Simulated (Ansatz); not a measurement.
Set up this calculation in Ansatz 0.2.0, as the native input.

```
Task                : relaxation of cell and atoms
Functional          : PBEsol
Potentials or basis : all-electron LAPW, scalar-relativistic
Basis error allowed : 0.002 eV/atom
k mesh              : 10 × 10 × 5
Occupations         : fermi-dirac, width 0.05 eV
Spin                : no spin polarisation
Target pressure     : 10 GPa
```

Crystal: CuO (Tenorite).

```
Cu O
1.0
     2.34465   -1.71340    0.00000
     2.34465    1.71340    0.00000
    -0.86055    0.00000    5.05944
Cu O
2 2
Direct
  0.49680 0.00320 0.50000
  0.00320 0.49680 0.00000
  0.40560 0.57140 0.75370
  0.57140 0.40560 0.25370
```

One way to write it, as run:

input.yaml

```yaml
crystal:
  lattice:
    - [2.34465, -1.7134, 0.0]
    - [2.34465, 1.7134, 0.0]
    - [-0.8605543552, 0.0, 5.0594363927]
  atoms:
    - { symbol: Cu, position: [0.4968, 0.0032, 0.5] }
    - { symbol: Cu, position: [0.0032, 0.4968, 0.0] }
    - { symbol: O, position: [0.4056, 0.5714, 0.7537] }
    - { symbol: O, position: [0.5714, 0.4056, 0.2537] }
kpoints:
  mp_grid: { grid: [10, 10, 5] }
scf:
  occupations: { method: fermi_dirac, width: 0.05 }
hamiltonian:
  xc: pbesol
  pseudopotentials: { kind: all_electron, lapw: { basis_error: 0.002 } }
output:
  forces: true
  stress: true
relax:
  f_tol: 0.005
  max_steps: 60
  cell: { p_target: 10 }
```

Potentials or basis: all-electron LAPW, scalar-relativistic.

Launch:

```bash
$ ansatz run input.yaml --threads 2 --pin off --max-ram 8192MiB --backend cpu --events-out ev --progress --plain --runs-dir out
```

Results of the run:

```yaml
Relaxed_volume: 9.55 Å³/atom
Relaxed_cell: a = 2.834 Å, b = 2.834 Å, c = 5.031 Å, α = 98.76°, β = 98.76°, γ = 74.32°
Space_group_after_relaxing_to_0.05_Å: C2/c (No. 15)
Energy_change_on_relaxing_the_enthalpy_is_what_falls: -3.0 meV/atom
Ionic_steps: 8
Pressure_after_relaxing: 10.0 GPa
```

Caveat: the run has no spin polarisation, though such a crystal can be magnetic.

Run time: 3 min on 2 threads of Intel(R) Xeon(R) 6975P-C (Granite Rapids), on a shared host, peak memory 0.85 GiB.
